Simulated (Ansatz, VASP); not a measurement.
**GaP in VASP and in Ansatz**

```
CELL_PARAMETERS angstrom
0.00000 2.72246 2.72246
2.72246 0.00000 2.72246
2.72246 2.72246 0.00000
ATOMIC_POSITIONS crystal
Ga 0.00000 0.00000 0.00000
P 0.25000 0.25000 0.25000
```

Alike in both runs: functional PBE; dispersion D3(BJ); k mesh 8 × 8 × 8; occupations gaussian, width 0.02 eV; no spin polarisation.

Ansatz relaxed the structure, and its values are those at the end. VASP's run is a single point on that final structure, the one shown.

|  | VASP | Ansatz |
| --- | --- | --- |
| version | VASP 6.6.1 | Ansatz 0.2.0 |
| potentials or method | VASP PAW PBE potentials, release 64 (Ga_d, P) | scalar-relativistic, plane waves, PAW |
| plane-wave cutoff (eV) | 520 | 420 |
| valence electrons in the cell | 18 | 18 |

|  | VASP | Ansatz | Ansatz less VASP |
| --- | --- | --- | --- |
| gap on the k mesh at the Fermi level (eV) | 1.64 | 1.64 | 0.000 |
| least direct gap on the mesh (eV) | 1.85 | 1.85 | +0.002 |
| pressure (GPa) | 0.0 | 0.0 | +0.08 |

A k mesh can miss the band edges.
